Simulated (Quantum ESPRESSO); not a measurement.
GaN:

```xyz
4
Lattice="3.1800 0.0000 0.0000 -1.5900 2.7540 0.0000 0.0000 0.0000 5.1660" Properties=species:S:1:pos:R:3 pbc="T T T"
Ga    1.5900    0.9180    2.5830
Ga    0.0000    1.8360    0.0000
N     1.5900    0.9180    4.5203
N     0.0000    1.8360    1.9373
```

Program: Quantum ESPRESSO 7.5. Alike in all runs: task dielectric tensor; no spin polarisation; cell as given; k mesh 6 × 6 × 4, shifted; cutoff (eV) 762; smearing fermi-dirac 0.05 eV.

**Question.** Order these runs on this cell by their pressure, lowest first.
A. level AM05; potentials or basis GBRV 1.5 PBE
B. level BLYP; potentials or basis GBRV 1.5 PBE
C. level LDA; potentials or basis GBRV 1.5 LDA; form of the LDA correlation PZ81

**Answer.** C (-3.7 GPa), A (1.8 GPa), B (14.0 GPa).

Caveats: the potentials were made for another functional, which shifts forces and pressure (some runs); the cell is more than 3 GPa from zero pressure, which shifts response properties (some runs).

Runs at the PBE level aren't shown here.
